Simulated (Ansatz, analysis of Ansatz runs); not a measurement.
# Can an added hole hop between Br atoms in BiBr3 (C2/m)?, part 3 of 3

Question: does an added hole stay on the Br atom where it is started in BiBr3 (C2/m), and if so, how high is the barrier for a hop to another Br site nearby? Model: a cell of 64 host atoms.

Ansatz 0.2.0; plane-wave PAW DFT, PBEsol+U; relaxation of all atoms of a supercell at fixed charge in a uniform background; PAW set soft_1.

So far. Step 3 (The hole on the first site): The largest changes of the moments are 0.89 μB on Br7, 0.00 μB on Br4 and 0.00 μB on Br6. The largest part sits on the chosen site. Step 4 (The hole on the second site): The largest changes of the moments are 0.89 μB on Br6, 0.00 μB on Br19 and 0.00 μB on Br4. The largest part sits on the chosen site.

## (5) Points on the line between the two structures

Level of this step: plane-wave PAW DFT, PBEsol+U; single point of a supercell at fixed charge in a uniform background; PAW set soft_1 (Ansatz).

All atoms move on the straight line between the two relaxed structures, 12.55 amu^1/2 Å long in mass-weighted terms. Each point starts from the state of the point before, once from either end, so that both localised states can be followed; the midpoint is also started with the carrier shared.

Input file A.x0500/input.yaml:

```yaml
crystal:
  lattice:
    - [7.22556468, -12.49088468, 0.07154981]
    - [7.22556468, 12.49088468, 0.07154981]
    - [-4.75998536, 0.0, 13.25448105]
  atoms:
    - { symbol: Bi, position: [0.414995, 0.084571, -7.4e-05] }
    - { symbol: Bi, position: [0.073614, 0.413387, -0.008679] }
[... 1 atom line left out ...]
    - { symbol: Br, position: [0.462124, 0.291946, 0.120804] }
[... 1 atom line left out ...]
    - { symbol: Br, position: [0.292426, 0.451316, 0.134228] }
    - { symbol: Br, position: [0.367012, 0.364903, 0.365586], spin: 1.0 }
[... 11 atom lines left out ...]
    - { symbol: Br, position: [0.217318, 0.540351, 0.382981] }
[... 5 atom lines left out ...]
    - { symbol: Bi, position: [0.420883, 0.590846, 0.511412] }
[... 27 atom lines left out ...]
    - { symbol: Br, position: [0.533986, 0.705753, 0.380615] }
[... 10 atom lines left out ...]
    - { symbol: Br, position: [0.616608, 0.61436, 0.62648] }
total_charge: 1
basis:
  ecutwfc: 420
  xc_grid: 2
hamiltonian:
  xc: pbesol
  hubbard:
    sites: [{ species: Br, l: p, u_eff: 8.0 }]
    projectors: ortho-atomic
  pseudopotentials: { kind: paw, azcp: { folder: soft_1 }, xc_functional: pbe }
kpoints:
  mp_grid: { grid: [1, 1, 1] }
magnetization:
  spin_polarized: true
  initial_magnetization: 1
  spin_locking: { lock_magnetization: hard }
scf:
  occupations: { method: fermi_dirac, width: 0.01 }
  max_iter: 120
  lower_state_search: "off"
output:
  forces: true
  eigenvalues: true
  eigenstates: { localisation: true }
  write_density: true
  write_potential: true
  volumetric_format: npy
checkpoint:
  read: "../A.x0375.run"
  write: "../A.x0500.run"
  compress: false
  write_wavefunctions: true
  write_every: 100000
```

Launch:

```bash
ansatz run input.yaml --threads 8 --pin off --max-ram 17899MiB --backend cpu --events-out ev --progress --plain --runs-dir out
```

Numbers of over 12 decimals in the logs are rounded to 6 here.

Output:

```text
[...]
Warning: checkpoint.read: the run can stay near the saved state's solution: 64 site(s) moved relative to the saved geometry (max |Δs| = 5.797e-3 fractional); [...]
[...]
Crystal: 64 atoms, lattice volume = 2401.040 Å³
Basis set: ecut = 420 eV, 46943 PW (Γ), exchange–correlation on 200×200×192 points (8 copies of the dense FFT grid, shifted against one another)
Bands: 352, of which v1, the nominal top of the filled ones, is band 288 counted from 1 (287 counted from 0)
Symmetry: 1 space group operations
[...]
k-points: 1
[...]
Starting moments: Σ|m| = 1 μB on 1 of 64 sites; this step starts from the density that it was given
[...]
SCF iter  13: F=-327212.144692 eV  HF=-327212.144692 eV  |F-HF|=1.27e-8  |Δ(HF+E_count)|=   5.92e-8  Δρ=3.85e-7 (↑5.70e-8 ↓3.85e-7)  dr2=3.27e-9  dr2_m=9.36e-10  M=1.000 μB ∫|m|=1.077 μB  ethr=1.30e-12  ⟨swp⟩=5.0  Hψ=4117  notcnv=0
SCF 1 converged in 13 iterations: F = -327212.144692 eV  dr2 = 3.27e-9
[...]
SCF converged after 13 iterations
[...]
Magnetization: 1.0000 μB (288.0000 up, 287.0000 down)
Absolute magnetization: 1.0636 μB (∫|ρ↑−ρ↓|, with the PAW one-centre terms)
[...]
Per-site moments (μB) at R_I (Å): [(1.2253461138991e-5, 1.168062), (1.977125538182548e-5, 1.133375), (0.000687904, 1.175096), [... 61 left out ...]
Free energy (F): -327212.144692 eV
[...]
Internal energy: -327212.144692 eV  (E = F + TS)
E sigma→0 (E₀):  -327212.144692 eV
Fermi energy:    1.503468 (↑ 1.500213, ↓ 1.513954) eV
[...]
--- Forces (eV/Å), atoms counted from 1 ---
  atom   1  Bi     0.02976792     0.03910806     0.01273265
  atom   2  Bi     0.33614485    -0.71653730     0.56315612
  [... 1 atom left out ...]
  atom   4  Br    -0.01971076    -0.06014247     0.01173585
  [... 1 atom left out ...]
  atom   6  Br     0.34328110     0.50904641    -0.80827617
  atom   7  Br    -0.36870417     0.02645127    -0.55366867
  atom   8  Br    -0.04126256    -0.05627189    -0.00100277
  [... 8 atoms left out ...]
  atom  17  Bi    -0.82522946    -0.03403726     0.56599817
  [... 1 atom left out ...]
  atom  19  Br     0.01781177    -0.09999468     0.12993947
  [... 5 atoms left out ...]
  atom  25  Bi     0.40101548     0.83752449     0.30418909
  [... 25 atoms left out ...]
  atom  51  Br    -0.11758117     0.07588141     0.00320743
  [... 1 atom left out ...]
  atom  53  Br    -0.08289866    -0.03848973     0.09398087
  [... 2 atoms left out ...]
  atom  56  Br     0.05252668    -0.08926595    -0.01562277
  [... 8 atoms left out ...]
  max |Σ_I F_I| component: 1.72e-5 eV/Å
--- Band table (eV) ---
[...]
Occupation matrices written to <dir>
```

The job ended after 54 s (8 threads of Arm Neoverse V2, shared host; peak memory 4.6 GiB).

In the SCF lines HF is the Harris–Foulkes energy and dr2 the Hartree energy of the density residual, in eV; the loop may stop once dr2 is under the threshold and the program's other checks hold. Hψ counts applications of the Hamiltonian.

From eigenstates.tsv, first k-point; energies on the run's zero. The participation number counts the atoms that a state is spread over, of 64; bands count from 0.

```csv
spin,band,energy (eV),occupation,participation,largest share on,share
down,281,-0.579,1.00,24.8,Br31,0.07
down,282,-0.549,1.00,23.7,Br45,0.07
down,283,-0.507,1.00,18.9,Br20,0.08
down,284,-0.461,1.00,19.1,Bi33,0.08
down,285,-0.353,1.00,10.7,Br6,0.23
down,286,-0.333,1.00,12.1,Br6,0.23
down,287,3.359,0.00,8.9,Bi42,0.23
down,288,3.478,0.00,3.7,Br7,0.48
down,289,3.657,0.00,7.0,Bi25,0.31
down,290,3.776,0.00,15.0,Br7,0.15
down,291,3.847,0.00,19.1,Bi1,0.10
up,282,-0.580,1.00,24.7,Br31,0.07
up,283,-0.549,1.00,23.7,Br45,0.07
up,284,-0.507,1.00,18.9,Br20,0.08
up,285,-0.461,1.00,19.2,Bi33,0.08
up,286,-0.354,1.00,10.7,Br6,0.23
up,287,-0.333,1.00,12.2,Br6,0.22
up,288,3.332,0.00,7.8,Bi42,0.26
up,289,3.633,0.00,7.3,Bi42,0.25
up,290,3.693,0.00,18.3,Bi25,0.12
up,291,3.846,0.00,19.0,Bi1,0.10
up,292,3.896,0.00,17.7,Bi42,0.11
```

Under PBEsol+U (8 eV) at the zone centre alone, the highest filled state is spin down, spread over 12 of 64 atoms, and the lowest empty one, 3.66 eV above it, is spin up, spread over 8 of 64 atoms.

The largest moments in the atoms' spheres: Br7 0.83, Br6 0.00, Br28 0.00, Br46 0.00, Br12 0.00, Br14 0.00 μB.

Spin density in the ac plane at fractional y = 0.427, through the centre, with atoms of Bi and Br within 0.45 Å of it.

Ten even steps from '0' (0.00 e/Å³) to '9' (0.23 e/Å³), each cell a mean:
```
00000000000000000000000000000000000000000
00000000000000000000000000000000000000000
00000000000000000000000000000000000000000
00000000000000000000000000000000000000000
00000000000000000000000000000000000000000
00000000000000000000000000000000000000000
00000000000000000000000000000000000000000
00000000000000000000000000000000000000000
00000000000000000000000000000000000000000
00000000000000000000000000000000000000000
00000000000000000000000000000000000000000
00000000000000000000000000000000000000000
00000000000000000000000000000000000000000
00000000000000000000000000000000000000000
00000000000000002431000000000000000000000
00000000000000159952000000000000000000000
00000000000000134320000000000000000000000
00000000000000000000000000000000000000000
00000000000000000000000000000000000000000
00000000000000000000000000000000000000000
00000000000000000000000000000000000000000
00000000000000000000000000000000000000000
00000000000000000000000000000000000000000
00000000000000000000000000000000000000000
```
Columns run along a (14.4 Å), rows up along c (14.1 Å). Atoms in or near the plane, at fractional coordinates: Bi at (0.07, 0.99), Br at (0.29, 0.13), Bi at (0.08, 0.50), Br at (0.29, 0.62), Bi at (0.58, 0.00), Bi at (0.59, 0.51), Br at (0.79, 0.62).

Valence density in the ac plane at fractional y = 0.427, through the centre, with atoms of Bi and Br within 0.45 Å of it. It is the smooth field of the valence electrons, not physical close to the nuclei.

Ten steps, logarithmic in the rise over the least value, from '0' (0.0 e/Å³) to '9' (7.1 e/Å³), each cell a mean:
```
47998641000000123332347998631000001123333
34565321100002355554334554321000012455543
21122222110012456664311112222100023566654
10012222110012455543200012222100013555542
00001221100001233321000011111000001233211
00000000000000000000000000000000000000000
00000000001111000000000000000001111000000
00000000134443210000001000001234443100000
11110012355565310000011111012456654210000
11222223456565310000011233323566654210000
13577643345543100000124688743445542100000
36899863222211000000136999853222211000111
36898742100000112221236888631100001223332
33455321100001344443223444321100012455554
21112222110012455543110112222100023565654
10011222110012345432100012222100013455543
00001111100001222210000011111000001233321
00000000000000000000000000000000000000000
00000000012222110000000000000001110000000
00000000235555320000011100001234432100000
11110001356556421000011110012456654200000
11122112356555320000011222223566654200000
13566532234443100000124677533455432100000
36899752111111000111247999742222211000111
```
Columns run along a (14.4 Å), rows up along c (14.1 Å). Atoms in or near the plane, at fractional coordinates: Bi at (0.07, 0.99), Br at (0.29, 0.13), Bi at (0.08, 0.50), Br at (0.29, 0.62), Bi at (0.58, 0.00), Bi at (0.59, 0.51), Br at (0.79, 0.62).

Electrostatic potential energy in the ac plane at fractional y = 0.427, through the centre, with atoms of Bi and Br within 0.45 Å of it. With pseudopotentials it is smooth inside the atoms' cores, unlike the true potential.

Ten even steps from '0' (-50 eV) to '9' (10 eV), each cell a mean:
```
62000268999999999998862000378999999999988
76445789999999875468886556889999999865578
98888999999999730037998889999999998610268
99999999999999864579999999999999999744689
99999999999999999999999999999999999999999
99999999999999999999999999999999999999999
99999999999999999999999999999999999999999
99999999998778999999999999999998789999999
99999999862126999999999999999851147999999
99887888840027999999998876788730148999999
87422368876689999999886311258876789999999
73000047899999999999872000047899999999998
73000268999999998998874101368999999999888
87555789999999887788887667889999999864578
99888999999999864478999899999999998610158
99999999999999865688999999999999999743589
99999999999999988899999999999999999999999
99999999999999999999999999999999999999999
99999999999999999999999999999999999999999
99999999997557999999999999999998889999999
99999999961003899999999999999842258999999
99888899962126999999998888888620158999999
87533578998889999999986322478876789999999
73000158999999999999861000168999999999998
```
Columns run along a (14.4 Å; values clipped at the 3rd and 97th percentile), rows up along c (14.1 Å). Atoms in or near the plane, at fractional coordinates: Bi at (0.07, 0.99), Br at (0.29, 0.13), Bi at (0.08, 0.50), Br at (0.29, 0.62), Bi at (0.58, 0.00), Bi at (0.59, 0.51), Br at (0.79, 0.62).

Free energies from the first end:

```csv
started from,fraction,energy (eV),moment change on Br7 (μB),on Br6 (μB)
first site,0,0.000,0.89,0.00
first site,0.125,0.037,0.88,0.00
first site,0.25,0.141,0.86,0.00
first site,0.375,0.307,0.85,0.00
first site,0.5,0.529,0.83,0.00
first site,0.625,0.807,0.81,0.00
second site,0.875,0.076,0.00,0.87
second site,0.75,0.192,0.00,0.86
second site,0.625,0.372,0.00,0.84
second site,0.5,0.610,0.00,0.83
second site,0.375,0.903,0.00,0.81
shared,0.5,0.529,0.83,0.00
second site,1,0.035,0.00,0.89
```

## (6) What came out

```json
{
  "barrier forward": "0.57 eV",
  "barrier backward": "0.54 eV",
  "distance of the two sites without the carrier": "4.19 Å",
  "carrier at the midpoint": "on one site"
}
```

**Reading.** On this line the hole must cross about 0.57 eV to hop 4.19 Å; the second site lies 0.03 eV higher, and the way back costs 0.54 eV. The top lies between computed points: the barrier is read where straight lines through the two branches cross, near a fraction of 0.52. At the midpoint the lowest state found keeps the carrier on one site, so the two localised curves cross in a cusp. This suggests weak coupling and a hop slower than the barrier alone implies, though U itself penalises the shared state. The start with the carrier shared fell onto one site. With an assumed attempt frequency of 1e13 per second the rate at 300 K would be 2e+03 per second for this barrier, if every crossing succeeded. A straight line need not be the lowest path, so the true barrier at this U can be lower, or higher if the ends can still break their symmetry. A shorter hop, 3.89 Å to Br64, was not computed. No run compares the localised hole with one spread in the band, so its binding is unknown and the barrier may exceed it. Holes in halides commonly bind two halogen atoms into a pair. A U on single atoms favours the one-atom state followed here, and no pair was tried, so these numbers may not belong to the actual polaron. The program's search for lower electronic states was switched off in all runs, so that each state is followed; none is shown to be the lowest at its structure. No image-charge correction is applied; it nearly cancels along the line while the charge stays localised. What this leaves open: gap and trapping depend on the U chosen (Br p 8.0 eV); spin–orbit coupling, which can matter with heavy atoms, is left out.

[Logs are printed without paths, hosts, clocks, repeated set-up lines and the standing remarks that a program may print on its own settings, such as how far it seeks lower states.]

[Hosts, paths, dates, database ids (printed as entryN), source tags and the programs' standing remarks are cut or masked in the printed files.]
